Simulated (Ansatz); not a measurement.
SrTiO₃: the gap against volume

SrTiO₃, Pm-3m, a = 3.891 Å. The structure is a COD entry; whether it is the stable form wasn't checked. Ansatz: PBEsol, PAW, 420 eV, Γ-centred 8×8×8 mesh on 5 atoms, Gaussian smearing 0.02 eV; no spin polarisation. Symmetry fixes shape and atoms, so the cell is only scaled; x = ln(V/V0) with V0 = 11.783 Å³/atom. The gap is read at the mesh points alone.

| x | gap y (eV) |
| --- | --- |
| -0.1278 | 2.061 |
| -0.0943 | ? |
| -0.0619 | 1.958 |
| -0.0305 | 1.906 |
| 0.0000 | 1.852 |
| 0.0296 | 1.800 |
| 0.0583 | 1.747 |
| 0.0953 | 1.678 |

Task: Fit a straight line to the other rows, give the volume deformation potential of the gap and its pressure coefficient, and predict the missing gap. B0 = 185.9 GPa.

Result: Means x = -0.005286, y = 1.8574; Σ(Δx)² = 0.03426, ΣΔxΔy = -0.05896; the slope is their ratio. y = 1.8483 − 1.7212 x. The slope is the deformation potential a = dE_g/d ln V = -1.72 eV, and dE_g/dP = −a/B0 = 9.26 meV/GPa. At x = -0.0943 the fit asked for gives 2.011 eV. The run gave 2.010 eV, so the fit is 0.001 eV too high, within the rms miss on the fitted rows (0.005 eV).

Semilocal functionals give gaps under the measured ones; changes of the gap mostly carry over better.

Symmetry holds off the tilts and polar distortions that many cubic perovskites undergo.